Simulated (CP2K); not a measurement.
HfO2:

```
CELL_PARAMETERS angstrom
5.08032 0.00000 0.00000
0.00000 5.16487 0.00000
0.00000 0.00000 4.89088
ATOMIC_POSITIONS crystal
Hf 0.22259 0.78180 0.27207
Hf 0.72259 0.71820 0.72793
Hf 0.77741 0.21820 0.27207
Hf 0.27741 0.28180 0.72793
O 0.18682 0.16365 0.10453
O 0.68682 0.33635 0.89547
O 0.81318 0.83635 0.10453
O 0.31318 0.66365 0.89547
O 0.00000 0.50000 0.48905
O 0.50000 0.00000 0.51095
O 0.00000 0.00000 0.57562
O 0.50000 0.50000 0.42438
```

The cell comes from a database or a generator and needn't be the stable form of this composition.

Base run:

```yaml
Program: CP2K 2026.2
Functional: WC
Potentials_or_basis: POTENTIAL_UZH Hf GTH-PBE-q12, O GTH-PBE-q6; DZVP-MOLOPT-PBE-GTH basis
Density_cutoff: 11565 eV
k_mesh: 4 × 4 × 4
Occupations: fermi-dirac, width 0.05 eV
Spin: no spin polarisation
```

Its results: band gap on the k mesh 3.78 eV, direct; pressure -2.2 GPa; largest force 0.159 eV/Å.

**Question.** The run is repeated on the same cell with these changes: functional from WC to PW91. What comes out?

**Answer.** Band gap on the k mesh 3.85 eV, direct; pressure 3.5 GPa; largest force 0.245 eV/Å.

PW91 binds less tightly than WC, so the same cell stands under more pressure.

Caveats: the potentials were made for another functional, which shifts forces and pressure; spin-orbit coupling is left out, which moves the levels of the heavy elements; the basis of atomic orbitals isn't converged, which shifts pressures, moduli and gaps.
